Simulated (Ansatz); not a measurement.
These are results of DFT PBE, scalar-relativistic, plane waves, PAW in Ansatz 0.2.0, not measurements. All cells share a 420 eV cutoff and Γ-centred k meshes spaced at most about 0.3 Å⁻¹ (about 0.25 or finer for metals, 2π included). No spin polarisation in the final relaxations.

Temperature and zero-point effects are left out. All come from trial cells, and lower structures may exist.

Question: These unrelaxed guesses for Li₅Cl₃ are each relaxed within their symmetry. Order them by the energy at which they end, lowest first.
A.

```xyz
8
Lattice="-3.2587 3.2587 3.2587 3.2587 -3.2587 3.2587 3.2587 3.2587 -3.2587" Properties=species:S:1:pos:R:3 pbc="T T T"
Li    1.6293    1.6293    1.6293
Li    1.6293    1.6293   -1.6293
Li    1.6293   -1.6293    1.6293
Li   -1.6293    1.6293    1.6293
Li    0.0000    0.0000    0.0000
Cl    3.2587    0.0000    0.0000
Cl    0.0000    3.2587    0.0000
Cl    0.0000    0.0000    3.2587
```

B.

```xyz
8
Lattice="5.3630 0.0000 0.0000 -2.6815 4.6445 0.0000 0.0000 0.0000 6.8070" Properties=species:S:1:pos:R:3 pbc="T T T"
Li    2.6815    0.0000    0.0000
Li   -1.3408    2.3222    0.0000
Li    1.3408    2.3222    0.0000
Li    0.0000    0.0000    1.1943
Li    0.0000    0.0000    5.6127
Cl    2.6815    0.0000    3.4035
Cl   -1.3408    2.3222    3.4035
Cl    1.3408    2.3222    3.4035
```

Answer: A (ends in Im-3m, 0 meV/atom), B (ends in P6/mmm, 127 meV/atom).

No dispersion correction is applied, so the spacing and binding between layers, chains or molecules are poorly described (P6/mmm), and this can change margins and order among such cells. Cells relaxed within their symmetry can be saddle points. Some candidate types were left out of the draw beforehand, so a known form may be missing.
